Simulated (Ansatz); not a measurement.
**NbP (I4_1md), one atom moved over a plane**

These are results of DFT PBE, scalar-relativistic, plane waves, PAW (Ansatz), not measurements. Settings: plane waves to 420 eV, k-mesh 20×20×20 (Γ-centred), Gaussian smearing 0.15 eV. No spin polarisation. Energies are free energies at this smearing, counted from the undisturbed cell; pressure is positive in compression.

Reference structure (relaxed at this level; it needn't be the usual structure):

```xyz
4
Lattice="-1.6735 1.6735 5.7140 1.6735 -1.6735 5.7140 1.6735 1.6735 -5.7140" Properties=species:S:1:pos:R:3 pbc="T T T"
Nb    0.0000    0.0000    8.5714
Nb    0.0000    1.6735    0.0004
P     0.0000    0.0000    3.8009
P     1.6735    0.0000    0.9439
```

Atom 3 (P) is moved by p along (0.000, 1.000, 0.000) and q along (0.000, 0.000, 1.000) (Å), all else fixed. Points are written (p, q).

p was sampled at -0.300, -0.150, 0.000, 0.150, 0.300 and q at -0.300, -0.150, 0.000, 0.150, 0.300.

**Question.** Where on the computed points is the energy highest, and how high?

**Answer.** At (-0.300, -0.300), (0.300, -0.300): 1.17 eV/cell.

**Question.** Away from (0, 0), which computed point is lowest?

**Answer.** (-0.150, 0.000), (0.150, 0.000): 0.10 eV/cell.

The map, in eV/cell:

```csv
p \ q,-0.300,-0.150,0.000,0.150,0.300
-0.300,1.17,0.67,0.40,0.45,0.85
-0.150,0.70,0.28,0.10,0.24,0.74
0.000,0.54,0.15,0.00,0.17,0.71
0.150,0.70,0.28,0.10,0.24,0.74
0.300,1.17,0.67,0.40,0.45,0.85
```